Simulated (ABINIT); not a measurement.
# TaN (P-6m2) in ABINIT: settings compared

The runs below take TaN through single point, relaxation of cell and atoms, with HSE06, PBE.

All numbers are computed with ABINIT 10.8.3 (patched build); they aren't measurements. Logs are shortened: lines on timing, memory, paths and dates and some standing lists are left out, and cuts for length are marked. The log counts tension as positive stress, the text compression.

## 1. The crystal as given

It takes space group P-6m2 (No. 187, hexagonal). The conventional cell has a = 2.938 Å, b = 2.938 Å, c = 2.883 Å, α = 90.00°, β = 90.00°, γ = 120.00°. Ta (site symmetry -6m2) is surrounded by 6 N at 2.23 Å. Around N (site symmetry -6m2) lie 6 Ta at 2.23 Å.

## 2. Single point, HSE06

Input file run.abi:

```
pp_dirpath "./"
pseudos "Ta.upf, N.upf"

acell 3*1.0
rprim
     5.5520153542     0.0000000000     0.0000000000
    -2.7760076771     4.8081863389     0.0000000000
     0.0000000000     0.0000000000     5.4480804173
ntypat 2
znucl 73 7
natom 2
typat 1 2
xcart
     0.0000000000     0.0000000000     1.4415000000
     1.4690000001     0.8481275453     0.0000000000 Angstrom

ecut 35.0

kptopt 1
ngkpt 4 4 4
nshiftk 1
shiftk 0.0 0.0 0.0

ixc -428
hyb_mixing_sr 0.05

nband 13
occopt 3
tsmear 0.00183747

nstep 60
toldfe 1.0e-7

iomode 3
prtwf 0
prteig 0
prtebands 0
enunit 2
prtden 1
prtvha 1
prtvclmb 1
prtpot 1
prtelf 1
```

Potentials or basis: PseudoDojo NC SR PBE v0.4.1 standard.

Launch:

```
> mpirun --bind-to none -np 4 abinit run.abi > log 2>&1
```

run.abo:

```text
.Version 10.8.3 of ABINIT
 Symmetries : space group P-6 m 2 (#187); Bravais hP (primitive hexag.)
================================================================================
 Values of the parameters that define the memory need of the present run
     intxc =       0    ionmov =       0      iscf =       7    lmnmax =       8
     lnmax =       8     mgfft =      30  mpssoang =       4    mqgrid =    3001
     natom =       2  nloc_mem =       1    nspden =       1   nspinor =       1
    nsppol =       1      nsym =      12    n1xccc =    2501    ntypat =       2
    occopt =       3   xclevel =       2
       mpw =        1466          nfft =       27000          nkpt =          12
================================================================================
================================================================================

--------------------------------------------------------------------------------
------------- Echo of variables that govern the present computation ------------
--------------------------------------------------------------------------------
 -outvars: echo values of preprocessed input variables --------
            acell      1.0000000000E+00  1.0000000000E+00  1.0000000000E+00 Bohr
              amu      1.80947900E+02  1.40067400E+01
             ecut      3.50000000E+01 Hartree
           enunit           2
   hyb_mixing_sr       5.0000000000E-02
              ixc        -428
                       outvar_i_n : Printing only first  50 k-points.
         kptrlatt        4    0    0      0    4    0      0    0    4
          kptrlen      2.17923217E+01
            natom           2
            nband          13
          nbandhf          13
            ngfft          30      30      30
             nkpt          12
           nkpthf          64
            nstep          60
             nsym          12
           ntypat           2
           occopt           3
        prtebands           0
           prteig           0
           prtelf           1
           prtpot           1
         prtvclmb           1
           prtvha           1
            prtwf           0
            rprim      5.5520153542E+00  0.0000000000E+00  0.0000000000E+00
                      -2.7760076771E+00  4.8081863389E+00  0.0000000000E+00
                       0.0000000000E+00  0.0000000000E+00  5.4480804173E+00
          spgroup         187
           toldfe      1.00000000E-07 Hartree
           tsmear      1.83747000E-03 Hartree
            typat      1  2
          usefock           1
           xangst      0.0000000000E+00  0.0000000000E+00  1.4415000000E+00
                       1.4689999990E+00  8.4812754486E-01  9.7689735801E-10
            xcart      0.0000000000E+00  0.0000000000E+00  2.7240402105E+00
                       2.7760076771E+00  1.6027287796E+00  1.8460684598E-09
             xred      0.0000000000E+00  0.0000000000E+00  5.0000000034E-01
[... 121 lines left out ...]
 rms dE/dt=  0.0000E+00; max dE/dt=  0.0000E+00; dE/dt below (all hartree)
    1       0.000000000000      0.000000000000      0.000000000000
    2       0.000000000000      0.000000000000      0.000000000000

 cartesian coordinates (angstrom) at end:
    1      0.00000000000000     0.00000000000000     1.44150000000000
    2      1.46899999901651     0.84812754486496     0.00000000097690

 cartesian forces (hartree/bohr) at end:
    1     -0.00000000000000    -0.00000000000000    -0.00000000000000
    2     -0.00000000000000    -0.00000000000000    -0.00000000000000
 frms,max,avg= 0.0000000E+00 0.0000000E+00   0.000E+00  0.000E+00  0.000E+00 h/b

 cartesian forces (eV/Angstrom) at end:
    1     -0.00000000000000    -0.00000000000000    -0.00000000000000
    2     -0.00000000000000    -0.00000000000000    -0.00000000000000
 frms,max,avg= 0.0000000E+00 0.0000000E+00   0.000E+00  0.000E+00  0.000E+00 e/A
 length scales=  1.000000000000  1.000000000000  1.000000000000 bohr
              =  0.529177210544  0.529177210544  0.529177210544 angstroms
 Fermi (or HOMO) energy (hartree) =   0.55411   Average Vxc (hartree)=  -0.48521
 Eigenvalues (hartree) for nkpt=  12  k points:
 kpt#   1, nband= 13, wtk=  0.01563, kpt=  0.0000  0.0000  0.0000 (reduced coord)
  -1.99332   -0.74279   -0.73422   -0.73422   -0.11366    0.38178    0.38178    0.39677
   0.44196    0.63965    0.69125    0.69368    0.70957
      occupation numbers for kpt#   1
   2.00000    2.00000    2.00000    2.00000    2.00000    2.00000    2.00000    2.00000
   2.00000    0.00000    0.00000    0.00000    0.00000
 prteigrs : prtvol=0 or 1, do not print more k-points.

 Fermi (or HOMO) energy (eV) =  15.07820   Average Vxc (eV)= -13.20312
 Eigenvalues (   eV  ) for nkpt=  12  k points:
 kpt#   1, nband= 13, wtk=  0.01563, kpt=  0.0000  0.0000  0.0000 (reduced coord)
 -54.24089  -20.21230  -19.97908  -19.97908   -3.09276   10.38886   10.38886   10.79653
  12.02626   17.40583   18.80981   18.87594   19.30841
 prteigrs : prtvol=0 or 1, do not print more k-points.

--- !EnergyTerms
iteration_state     : {dtset: 1, }
comment             : Components of total free energy in Hartree
kinetic             :  2.42723862759854E+01
hartree             :  7.77147046416716E+00
xc                  : -1.75453378717472E+01
Ewald energy        : -6.15192150770389E+01
psp_core            :  3.32876811229568E+00
local_psp           : -3.51781499394180E+01
non_local_psp+x     :  3.31815265644681E+00
internal            : -7.55519253793091E+01
'-kT*entropy'       : -8.09231038138490E-05
total_energy        : -7.55520063024129E+01
...

--- !EnergyTermsDC
iteration_state     : {dtset: 1, }
comment             : '"Double-counting" decomposition of free energy'
band_energy         : -5.56793544267114E+00
Ewald energy        : -6.15192150770389E+01
psp_core            :  3.32876811229568E+00
xc_dc               : -1.17935553143934E+01
internal            : -7.55519377218077E+01
'-kT*entropy'       : -8.09231038138490E-05
total_energy_dc     : -7.55520186449116E+01
...

 Cartesian components of stress tensor (hartree/bohr^3)
  sigma(1 1)= -1.87569700E-04  sigma(3 2)=  0.00000000E+00
  sigma(2 2)= -1.87569700E-04  sigma(3 1)=  0.00000000E+00
  sigma(3 3)= -1.86874267E-04  sigma(2 1)=  0.00000000E+00

-Cartesian components of stress tensor (GPa)         [Pressure=  5.5117E+00 GPa]
- sigma(1 1)= -5.51849111E+00  sigma(3 2)=  0.00000000E+00
- sigma(2 2)= -5.51849110E+00  sigma(3 1)=  0.00000000E+00
- sigma(3 3)= -5.49803076E+00  sigma(2 1)=  0.00000000E+00

== END DATASET(S) ==============================================================
================================================================================

 -outvars: echo values of variables after computation  --------
            acell      1.0000000000E+00  1.0000000000E+00  1.0000000000E+00 Bohr
           etotal     -7.5552006302E+01
            fcart     -0.0000000000E+00 -0.0000000000E+00 -0.0000000000E+00
                      -0.0000000000E+00 -0.0000000000E+00 -0.0000000000E+00
            rprim      5.5520153542E+00  0.0000000000E+00  0.0000000000E+00
                      -2.7760076771E+00  4.8081863389E+00  0.0000000000E+00
                       0.0000000000E+00  0.0000000000E+00  5.4480804173E+00
           strten     -1.8756970041E-04 -1.8756970005E-04 -1.8687426725E-04
                       0.0000000000E+00  0.0000000000E+00  0.0000000000E+00
           xangst      0.0000000000E+00  0.0000000000E+00  1.4415000000E+00
                       1.4689999990E+00  8.4812754486E-01  9.7689735801E-10
             xred      0.0000000000E+00  0.0000000000E+00  5.0000000034E-01
                       6.6666666667E-01  3.3333333333E-01  3.3884750561E-10
 Calculation completed.
```

Wall time 2.6 min (4 MPI ranks of Arm Neoverse V2, shared host); peak memory 0.32 GiB.

Results:

```yaml
Free_energy: -2055.8748 eV
Pressure: 5.5 GPa
Band_gap_on_the_k_mesh: none (metal or under the smearing width)
Valence_electrons_inside_the_program's_atomic_spheres: Ta 9.26; N 5.28
```

Levels at points of the mesh, in eV from the Fermi level:
| k point | band 5 | band 6 | band 7 | band 8 | band 9 | band 10 | band 11 | band 12 | band 13 |
| --- | --- | --- | --- | --- | --- | --- | --- | --- | --- |
| (0.00, 0.00, 0.00) | -18.17 | -4.69 | -4.69 | -4.28 | -3.05 | 2.33 | 3.73 | 3.80 | 4.23 |
| (0.50, 0.00, 0.00) | -15.87 | -8.47 | -5.32 | -3.52 | -3.30 | 3.23 | 4.18 | 5.41 | 5.48 |
| (0.00, 0.00, 0.50) | -15.51 | -9.58 | -3.85 | -3.85 | 0.00 | 0.00 | 2.47 | 3.52 | 3.52 |
| (0.50, 0.00, 0.50) | -16.17 | -7.50 | -6.34 | -5.81 | -0.43 | 4.35 | 5.54 | 6.23 | 7.33 |

Caveat: the k mesh is coarse (spacing up to 0.62 Å⁻¹), so the values aren't converged, least of all with exact exchange; Libxc's HSE differs a little from that of other programs; the potentials were made for another functional, which shifts forces and pressure.

## 3. Single point, HSE06

Edit run.abi of step 2 so:

```diff
@@ -24,3 +24,3 @@
 ixc -428
-hyb_mixing_sr 0.05
+hyb_mixing_sr 0.15
```

Potentials or basis: PseudoDojo NC SR PBE v0.4.1 standard.

Launch:

```
> mpirun --bind-to none -np 4 abinit run.abi > log 2>&1
```

run.abo:

```text
.Version 10.8.3 of ABINIT
 Symmetries : space group P-6 m 2 (#187); Bravais hP (primitive hexag.)
================================================================================
 Values of the parameters that define the memory need of the present run
     intxc =       0    ionmov =       0      iscf =       7    lmnmax =       8
     lnmax =       8     mgfft =      30  mpssoang =       4    mqgrid =    3001
     natom =       2  nloc_mem =       1    nspden =       1   nspinor =       1
    nsppol =       1      nsym =      12    n1xccc =    2501    ntypat =       2
    occopt =       3   xclevel =       2
       mpw =        1466          nfft =       27000          nkpt =          12
================================================================================
================================================================================

--------------------------------------------------------------------------------
------------- Echo of variables that govern the present computation ------------
[... 240 lines left out ...]
- sigma(1 1)= -2.00463145E+00  sigma(3 2)=  0.00000000E+00
- sigma(2 2)= -2.00463144E+00  sigma(3 1)=  0.00000000E+00
- sigma(3 3)= -1.70334466E+00  sigma(2 1)=  0.00000000E+00

== END DATASET(S) ==============================================================
================================================================================

 -outvars: echo values of variables after computation  --------
            acell      1.0000000000E+00  1.0000000000E+00  1.0000000000E+00 Bohr
           etotal     -7.5544540740E+01
            fcart     -0.0000000000E+00 -8.9602025658E-28 -0.0000000000E+00
                      -0.0000000000E+00  8.9602025658E-28 -0.0000000000E+00
            rprim      5.5520153542E+00  0.0000000000E+00  0.0000000000E+00
                      -2.7760076771E+00  4.8081863389E+00  0.0000000000E+00
                       0.0000000000E+00  0.0000000000E+00  5.4480804173E+00
           strten     -6.8136038000E-05 -6.8136037635E-05 -5.7895508205E-05
                       0.0000000000E+00  0.0000000000E+00  0.0000000000E+00
           xangst      0.0000000000E+00  0.0000000000E+00  1.4415000000E+00
                       1.4689999990E+00  8.4812754486E-01  9.7689735801E-10
             xred      0.0000000000E+00  0.0000000000E+00  5.0000000034E-01
                       6.6666666667E-01  3.3333333333E-01  3.3884750561E-10
 Calculation completed.
```

Wall time 5.1 min (4 MPI ranks of Arm Neoverse V2, shared host); peak memory 0.32 GiB.

What came out:

- Free energy: -2055.6717 eV
- Pressure: 1.9 GPa
- Band gap on the k mesh: none (metal or under the smearing width)
- Valence electrons inside the program's atomic spheres: Ta 9.23; N 5.29

Stress tensor (GPa, compression positive):
```
2.00 0.00 0.00
0.00 2.00 0.00
0.00 0.00 1.70
```

Caveat: the k mesh is coarse (spacing up to 0.62 Å⁻¹), so the values aren't converged, least of all with exact exchange; Libxc's HSE differs a little from that of other programs; the potentials were made for another functional, which shifts forces and pressure. Spin-orbit coupling is left out, which matters for the levels of Ta.

## 4. Single point, HSE06

Edit run.abi of step 3 so:

```diff
@@ -24,3 +24,3 @@
 ixc -428
-hyb_mixing_sr 0.15
+hyb_mixing_sr 0.35
```

Launch:

```
> mpirun --bind-to none -np 4 abinit run.abi > log 2>&1
```

Run time: 3.7 min. Hardware: 4 MPI ranks of Arm Neoverse V2, shared host; peak memory 0.32 GiB.

Results (log left out):

```yaml
Free_energy: -2055.3164 eV
Pressure: -5.0 GPa
Band_gap_on_the_k_mesh: 0.22 eV, direct
Valence_electrons_inside_the_program's_atomic_spheres: Ta 9.19; N 5.32
```

Stress tensor (GPa, compression positive):
```
-4.81  0.00  0.00
 0.00 -4.81  0.00
 0.00  0.00 -5.47
```

Levels at points of the mesh, in eV from the valence-band top:
```tsv
k point	band 5	band 6	band 7	band 8	band 9	band 10	band 11	band 12	band 13
(0.00, 0.00, 0.00)	-21.13	-5.85	-5.82	-5.27	-4.12	2.75	4.39	4.42	5.10
(0.50, 0.00, 0.00)	-18.58	-10.17	-6.51	-4.38	-4.32	3.97	4.87	6.24	6.30
(0.00, 0.00, 0.50)	-18.17	-11.45	-4.86	-4.86	0.00	0.22	2.59	4.22	4.23
(0.50, 0.00, 0.50)	-18.91	-9.01	-7.74	-7.08	-1.16	5.11	6.31	6.97	8.55
```

Caveat: the k mesh is coarse (spacing up to 0.62 Å⁻¹), so the values aren't converged, least of all with exact exchange; Libxc's HSE differs a little from that of other programs; the potentials were made for another functional, which shifts forces and pressure; spin-orbit coupling is left out, which moves the levels of the heavy elements.

## 5. Single point, HSE06

Edit run.abi of step 4 so:

```diff
@@ -24,3 +24,3 @@
 ixc -428
-hyb_mixing_sr 0.35
+hyb_mixing_sr 0.5
```

Launch:

```
> mpirun --bind-to none -np 4 abinit run.abi > log 2>&1
```

Wall time 5.7 min (4 MPI ranks of Arm Neoverse V2, shared host); peak memory 0.32 GiB.

It converged, with:

* Free energy: -2055.1012 eV
* Pressure: -10.2 GPa
* Band gap on the k mesh: 0.37 eV, direct
* Valence electrons inside the program's atomic spheres: Ta 9.16; N 5.33

Stress tensor (GPa, compression positive):
```
 -9.95   0.00   0.00
  0.00  -9.95   0.00
  0.00   0.00 -10.70
```

Levels at points of the mesh, in eV from the valence-band top:
```
           k point  band 7  band 8  band 9  band 10  band 11  band 12
(0.00, 0.00, 0.00)   -6.39   -5.76   -4.67     2.96     4.73     4.78
(0.50, 0.00, 0.00)   -7.12   -4.93   -4.72     4.36     5.22     6.64
(0.00, 0.00, 0.50)   -5.38   -5.38    0.00     0.37     2.64     4.59
(0.50, 0.00, 0.50)   -8.44   -7.72   -1.55     5.50     6.71     7.35
```

Caveat: the k mesh is coarse (spacing up to 0.62 Å⁻¹), so the values aren't converged, least of all with exact exchange; Libxc's HSE differs a little from that of other programs; the potentials were made for another functional, which shifts forces and pressure; spin-orbit coupling is left out, which moves the levels of the heavy elements. A k mesh can miss the band edges.

## 6. Relaxation of cell and atoms, PBE

Input file run.abi:

```
pp_dirpath "./"
pseudos "Ta.GGA_PBE-ansatz.xml, N.GGA_PBE-ansatz.xml"

acell 3*1.0
rprim
     5.5520153542     0.0000000000     0.0000000000
    -2.7760076771     4.8081863389     0.0000000000
     0.0000000000     0.0000000000     5.4480804173
ntypat 2
znucl 73 7
natom 2
typat 1 2
xcart
     0.0000000000     0.0000000000     1.4415000000
     1.4690000001     0.8481275453     0.0000000000 Angstrom
chkprim 0
chksymtnons 0
tolsym 1.0e-6

ecut 16.0
pawecutdg 32.0
pawxcdev 0
pawovlp -1

kptopt 1
ngkpt 10 10 9
nshiftk 1
shiftk 0.0 0.0 0.0

ixc 11

nband 13
occopt 3
tsmear 0.00183747

nstep 100
tolvrs 1.0e-9

iomode 3
prtwf 0
prtden 0
prteig 0
prtebands 0
enunit 2

ionmov 2
ntime 60
tolmxf 5.0e-5
optcell 2
dilatmx 1.08
ecutsm 0.5
```

Potentials or basis: Ansatz PAW PBE default generated set, frozen core.

Launch:

```
> abinit run.abi > log 2>&1
```

Run time: 80 s. Hardware: 1 thread of Arm Neoverse V2, shared host; peak memory 0.22 GiB.

Results (log left out):

```
Free energy                            : -1878.9583 eV
Relaxed volume                         : 10.92 Å³/atom
Relaxed cell                           : a = 2.950 Å, b = 2.950 Å, c = 2.897 Å, α = 90.00°, β = 90.00°, γ = 120.00°
Space group after relaxing (to 0.05 Å) : P-6m2 (No. 187)
Energy gained by relaxing              : 2.1 meV/atom
Ionic steps                            : 4
Pressure after relaxing                : 0.0 GPa
Band gap on the k mesh                 : none (metal or under the smearing width)
```

The path:
```csv
step,energy change (eV),largest force (eV/Å),pressure (GPa),volume (Å³)
1,0.0000,0.0000,4.69,21.55
2,-0.0042,0.0000,-0.31,21.86
3,-0.0042,0.0000,0.00,21.84
4,-0.0042,0.0000,0.00,21.84
```

Final structure:
```
Ta N
1.0
     2.95034    0.00000    0.00000
    -1.47517    2.55507    0.00000
     0.00000    0.00000    2.89748
Ta N
1 1
Cartesian
  0.0000 0.0000 1.4487
  1.4752 0.8517 0.0000
```

Levels at points of the mesh, in eV from the Fermi level:
| k point | band 5 | band 6 | band 7 | band 8 | band 9 | band 10 | band 11 | band 12 | band 13 |
| --- | --- | --- | --- | --- | --- | --- | --- | --- | --- |
| (0.00, 0.00, 0.00) | -17.73 | -4.57 | -4.57 | -4.21 | -2.99 | 2.04 | 3.44 | 3.44 | 3.87 |
| (0.50, 0.00, 0.00) | -15.51 | -8.27 | -5.20 | -3.49 | -3.23 | 2.90 | 3.88 | 5.06 | 5.15 |

Caveat: the atomic spheres overlap. PBE usually gives volumes a little too large and moduli too small.

## 7. Overview

```tsv
task	level	potentials or basis	cell	k mesh	cutoff (eV)	share of exact exchange	most SCF steps	cell freedom (optcell)	cutoff smearing ecutsm (Ha)	optimiser (ionmov)	mesh quality	gap on the mesh (eV)	pressure (GPa)
single point	HSE06	PseudoDojo NC SR PBE v0.4.1 standard	as given	4 × 4 × 4	952	0.05	60	-	-	-	coarse	none	5.5
single point	HSE06	PseudoDojo NC SR PBE v0.4.1 standard	as given	4 × 4 × 4	952	0.15	60	-	-	-	coarse	none	1.9
single point	HSE06	PseudoDojo NC SR PBE v0.4.1 standard	as given	4 × 4 × 4	952	0.35	60	-	-	-	coarse	0.22	-5.0
single point	HSE06	PseudoDojo NC SR PBE v0.4.1 standard	as given	4 × 4 × 4	952	0.5	60	-	-	-	coarse	0.37	-10.2
relaxation of cell and atoms	PBE	Ansatz PAW PBE default generated set, frozen core	relaxed	10 × 10 × 9	435	-	-	2	0.5	2	not flagged	none	0.0
```

Alike in all rows: no spin polarisation; smearing fermi-dirac 0.05 eV.

Caveats: some runs use coarse meshes; Libxc's HSE differs a little from that of other programs (some runs); the potentials were made for another functional, which shifts forces and pressure (some runs); spin-orbit coupling is left out, which moves the levels of the heavy elements (some runs); the atomic spheres overlap (some runs).

Absolute energies hang on the potentials; compare differences alone.
